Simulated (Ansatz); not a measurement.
**MgO (Fm-3m), work and stress of cleavage**

Computed with DFT PBE, scalar-relativistic, plane waves, PAW (Ansatz). The runs took a 420 eV cutoff, a Γ-centred 9×9×2 mesh and Gaussian smearing (0.05 eV). No spin polarisation. Energies are free energies at this smearing, counted from the undisturbed cell; pressure is positive in compression.

Reference structure (as given, not relaxed at this level; it stands at -1.7 GPa):

```xyz
12
Lattice="2.1351 -2.1351 0.0000 2.1351 0.0000 -2.1351 8.5406 8.5406 8.5406" Properties=species:S:1:pos:R:3 pbc="T T T"
Mg    3.2027   -1.0676   -1.0676
Mg    7.4730    7.4730    7.4730
Mg    3.2027    1.0676    1.0676
Mg    7.4730    3.2027    3.2027
Mg    3.2027    3.2027    3.2027
Mg    7.4730    5.3379    5.3379
O     5.3379    1.0676    1.0676
O     1.0676    1.0676    1.0676
O     5.3379    3.2027    3.2027
O     9.6082    5.3379    5.3379
O     5.3379    5.3379    5.3379
O     9.6082    7.4730    7.4730
```

The cut lies on the cell's a–b face, a (1 1 1) plane (indices in the standard cell, whose axes needn't be the Cartesian ones shown) of area 7.90 Å², between layers 1.23 Å apart. Vector c is lengthened by d along the normal with the atoms' Cartesian places fixed: one unrelaxed cut a cell. The traction is positive where the two halves pull on each other.

```
d (Å) energy (J/m²) traction (GPa)
-0.30           0.98           -71.0
-0.15           0.22           -31.9
 0.00           0.00             1.7
 0.25           0.60            42.8
 0.50           1.99            65.8
 0.75           3.76            73.7
 1.00           5.56            68.8
 1.50           8.28            39.2
 2.00           9.65            19.2
 3.00          10.61             4.5
 4.50          10.96             1.2
 6.00          11.08             0.6
```

Q: What are the work of separation and the cleavage stress, and do they fit the universal binding curve?

A: The energy levels off near W ≈ 11.08 J/m² (the traction is down to 0.6 GPa), the energy of the two unrelaxed faces, 5.54 J/m² each on average. The largest sampled traction is 73.7 GPa at d = 0.75 Å, and a parabola through it and its two neighbours peaks at σ_max ≈ 73.8 GPa, d ≈ 0.78 Å. The curve E = W[1 − (1 + d/ℓ)exp(−d/ℓ)] peaks in traction at d = ℓ with σ_max = W/(eℓ); with 1 J/m² per Å = 10 GPa this W and σ_max give ℓ = 0.55 Å. A parabola through that curve at the same three d peaks at 0.51 Å, against 0.78 Å here, so the traction peaks further out than on that curve. The cut parts unlike faces (O and Mg); in an ionic crystal that makes them polar, and the energy then depends on the thickness of the slab. The opened faces are metallic here, and spin polarisation, left out, could lower W. Real crystals break at far lower stress, because cracks concentrate it, and on the plane of lowest W, which needn't be this one.

The cut is rigid; relaxing the faces lowers these energies and usually the stresses. The start isn't at rest at this level: it stands under -1.7 GPa with forces up to 0.00 eV/Å, so these aren't the figures of the relaxed crystal.

The gap closes along the scan, which can put kinks into the curve.